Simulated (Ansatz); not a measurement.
ZrO:

```xyz
2
Lattice="1.8266 -2.9188 0.0000 1.8266 2.9188 0.0000 0.0000 0.0000 2.6199" Properties=species:S:1:pos:R:3 pbc="T T T"
Zr    0.0000    0.0000    0.0000
O     1.8266    0.0000    0.0000
```

The cell was built by a generator and needn't be a form met in nature.

* Program: Ansatz 0.2.0
* Task: relaxation of cell and atoms
* Functional: HSEsol
* Potentials or basis: Ansatz PAW
* Cutoff: 420 eV (not typed: the program's choice for these potentials)
* k mesh: 5 × 5 × 5
* Occupations: fermi-dirac, width 0.05 eV
* Spin: no spin polarisation

At the start: volume 13.97 Å³/atom.

Where does the relaxation end?

It ends after 19 steps and the volume is 14.85 Å³/atom (+6.3 %); space group P4/mmm (No. 123, to 0.05 Å).

The path:
| step | energy change (eV) | largest force (eV/Å) | volume (Å³) |
| --- | --- | --- | --- |
| 1 | 0.0000 | 0.0000 | 27.94 |
| 2 | -0.9880 | 0.0000 | 30.16 |
| 3 | -1.5022 | 0.0000 | 31.69 |
| 4 | -1.9021 | 0.0000 | 31.94 |
| 5 | -2.2852 | 0.0000 | 31.42 |
| 6 | -2.6302 | 0.0000 | 30.42 |
| 7 | -2.9608 | 0.0000 | 29.09 |
| 8 | -3.0750 | 0.0000 | 27.82 |
| 9 | -3.0904 | 0.0000 | 28.44 |
| 10 | -3.0923 | 0.0000 | 28.60 |
| 11 | -3.0925 | 0.0000 | 28.59 |
| 12 | -3.2243 | 0.0000 | 28.59 |
| 13 | -3.2432 | 0.0000 | 29.24 |
| 14 | -3.2455 | 0.0000 | 29.64 |
| 15 | -3.2455 | 0.0000 | 29.68 |
| 16 | -3.2455 | 0.0000 | 29.68 |
| 17 | -3.2491 | 0.0000 | 29.68 |
| 18 | -3.2490 | 0.0000 | 29.70 |
| 19 | -3.2491 | 0.0000 | 29.70 |

Final structure:
```
CELL_PARAMETERS angstrom
2.15111 -2.15161 0.00000
2.15111 2.15161 0.00000
0.00000 0.00000 3.20879
ATOMIC_POSITIONS crystal
Zr 0.00000 0.00000 0.00000
O 0.50000 0.50000 0.00000
```

Caveat: the k mesh is coarse (spacing up to 0.48 Å⁻¹), so the values aren't converged, least of all with exact exchange; the plane-wave basis is chosen anew once the cell has moved, so the energies of steps on either side of that aren't comparable; the pressure holds a Pulay correction of +0.3 GPa for the finite cutoff; the PAW data sets come from PBE, with cores solved anew for the run's functional, which leaves a small shift of forces and pressure.
